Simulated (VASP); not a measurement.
NaI in VASP 6.6.1, single-point calculation

INCAR

```
NSW = 0
EDIFF = 1E-7
ISMEAR = 1
IBRION = -1
PREC = Accurate
LASPH = .TRUE.
SIGMA = 0.8
ISIF = 2
NBANDS = 14
ENCUT = 520
NELM = 77
LWAVE = .FALSE.
LCHARG = .FALSE.
GGA = PE
LREAL = .FALSE.
```

KPOINTS

```
KPOINTS created by Atomic Simulation Environment
0
Gamma
6 6 6
0 0 0
```

POSCAR

```
Na I
 1.0000000000000000
     4.2684229626999999    0.0000000000000000    0.0000000000000000
     0.0000000000000000    4.2684229626999999    0.0000000000000000
     0.0000000000000000    0.0000000000000000    4.0491393820999999
 Na  I
   1   1
Cartesian
  0.0000000000000000  0.0000000000000000  0.0000000000000000
  2.1342114813499995  2.1342114813499995  2.0245696910499995
```

The recommended PBE PAW datasets give the neutral cell 14 valence electrons.

Command

```
mpirun -np 1 vasp_std
```

Problem. How does this run end, and what does it give?

Solution. It converged. Results: gap between bands v and c on the k mesh 1.93 eV; least direct gap on the k mesh 2.37 eV; pressure -1.4 GPa. Band v is the last that the valence electrons fill when counted band by band, and c is the next.

OSZICAR

```
N       E                     dE             d eps       ncg     rms          rms(c)
DAV:   1     0.800778884196E+02    0.80078E+02   -0.65670E+03  1120   0.884E+02
DAV:   2     0.145511916633E+01   -0.78623E+02   -0.72263E+02  1208   0.209E+02
DAV:   3    -0.499441011655E+01   -0.64495E+01   -0.64114E+01  1444   0.589E+01
DAV:   4    -0.515390397694E+01   -0.15949E+00   -0.15922E+00  1420   0.958E+00
DAV:   5    -0.515764834426E+01   -0.37444E-02   -0.37443E-02  1516   0.143E+00    0.175E+00
DAV:   6    -0.503156855785E+01    0.12608E+00   -0.11654E-01  1388   0.188E+00    0.116E+00
DAV:   7    -0.499766975797E+01    0.33899E-01   -0.10547E-01  1396   0.162E+00    0.631E-01
DAV:   8    -0.499819648681E+01   -0.52673E-03   -0.81298E-03  1174   0.687E-01    0.142E-01
DAV:   9    -0.499809338908E+01    0.10310E-03   -0.23590E-04  1444   0.132E-01    0.613E-02
DAV:  10    -0.499812888489E+01   -0.35496E-04   -0.10262E-04  1234   0.844E-02    0.149E-02
DAV:  11    -0.499812882577E+01    0.59124E-07   -0.92743E-06  1366   0.294E-02    0.259E-03
DAV:  12    -0.499812946690E+01   -0.64113E-06   -0.63557E-07  1336   0.536E-03    0.127E-03
DAV:  13    -0.499812958559E+01   -0.11869E-06   -0.43749E-08  1298   0.157E-03    0.818E-04
DAV:  14    -0.499812957595E+01    0.96347E-08   -0.66223E-09   704   0.820E-04
   1 F= -.49981296E+01 E0= -.50243309E+01  d E =0.786039E-01
```

One setting is odd (smearing far too wide), but here it hardly changes the result.

On sound settings PBE gives a gap of 1.91 eV on its mesh and a pressure of -1.2 GPa for the intended cell. This run's energy (σ→0) differs from it by 2 meV an atom.
